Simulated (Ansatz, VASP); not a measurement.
This is a calculation of C for VASP 6.6.1.

Contents of INCAR:

```
SYSTEM = C
PREC = Accurate
ENCUT = 520
EDIFF = 1E-7
ISMEAR = -1
SIGMA = 0.05
LREAL = .FALSE.
LASPH = .TRUE.
NELM = 100
ALGO = Normal
ISIF = 2
LWAVE = .FALSE.
LCHARG = .FALSE.
GGA = PE
NBANDS = 8
```

KPOINTS

```
Automatic mesh
0
G
  6 6 20
  0 0 0
```

The input POSCAR:

```
C
1.0
    4.1976606529      0.0000000000      0.0000000000
    0.0000000000      4.1976606529      0.0000000000
    0.0000000000      0.0000000000      1.2649596323
C
1
Direct
    0.5000000000      0.5000000000      0.5000000000
```

Potentials or basis: VASP PAW PBE potentials, release 64 (C).

The run is started by

```sh
$ cat potpaw_PBE.64/C/POTCAR > POTCAR
$ mpirun -np 1 vasp_std > vasp.out
```

Translate it to Ansatz 0.2.0. Potentials there: Ansatz PAW soft_1.

As run (the cutoff follows the program's own potentials):

Contents of input.yaml:

```yaml
crystal:
  lattice:
    - [4.1976606529, 0.0, 0.0]
    - [0.0, 4.1976606529, 0.0]
    - [0.0, 0.0, 1.2649596323]
  atoms:
    - { symbol: C, position: [0.5, 0.5, 0.5] }
hamiltonian:
  xc: pbe
  pseudopotentials: { kind: paw, azcp: { folder: soft_1 } }
kpoints:
  mp_grid: { grid: [6, 6, 20] }
scf:
  occupations: { method: fermi_dirac, width: 0.05 }
output:
  forces: true
  stress: true
  eigenvalues: true
```

Potentials or basis: Ansatz PAW soft_1.

Command:

```sh
$ ansatz run input.yaml --threads 1 --pin off --max-ram 3584MiB --backend cpu --events-out ev --progress --plain --runs-dir out
```

Both were run:

|  | VASP | Ansatz | Ansatz less VASP |
| --- | --- | --- | --- |
| gap on the k mesh at the Fermi level (eV) | none | none | - |
| pressure (GPa) | 4.3 | 4.4 | +0.11 |
| largest component of the traceless stress (GPa) | 9.54 | 9.68 | +0.138 |

A gap of «none» marks a metal or a gap that the smearing closes.
